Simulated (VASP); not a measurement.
GaSb:

```
Sb Ga
1.0
     0.00000    3.05900    3.05900
     3.05900    0.00000    3.05900
     3.05900    3.05900    0.00000
Sb Ga
1 1
Direct
  0.75000 0.75000 0.75000
  0.00000 0.00000 0.00000
```

```yaml
Program: VASP 6.6.1
Task: relaxation of cell and atoms
Functional: PBE
Dispersion: rVV10
Potentials_or_basis: VASP PAW PBE potentials, release 64 (Sb, Ga_d)
Cutoff: 600 eV
k_mesh: 8 × 8 × 8
Occupations: fermi-dirac, width 0.05 eV
Spin: no spin polarisation
```

At the start: pressure 1.6 GPa; volume 28.62 Å³/atom.

Where does the relaxation end?

Over 3 steps the energy falls by 4.3 meV/atom and the volume is 29.52 Å³/atom (+3.1 %); space group F-43m (No. 216, to 0.05 Å).

The path:
| step | energy change (eV) | largest force (eV/Å) | pressure (GPa) | volume (Å³) |
| --- | --- | --- | --- | --- |
| 1 | 0.0000 | 0.0000 | 1.60 | 57.25 |
| 2 | -0.0078 | 0.0000 | -0.50 | 59.65 |
| 3 | -0.0086 | 0.0000 | 0.07 | 59.04 |

Final structure:
```yaml
crystal:
  lattice:
    - [0.00000, 3.09050, 3.09050]
    - [3.09050, 0.00000, 3.09050]
    - [3.09050, 3.09050, 0.00000]
  atoms:
    - { symbol: Sb, position: [0.75000, 0.75000, 0.75000] }
    - { symbol: Ga, position: [0.00000, 0.00000, 0.00000] }
```
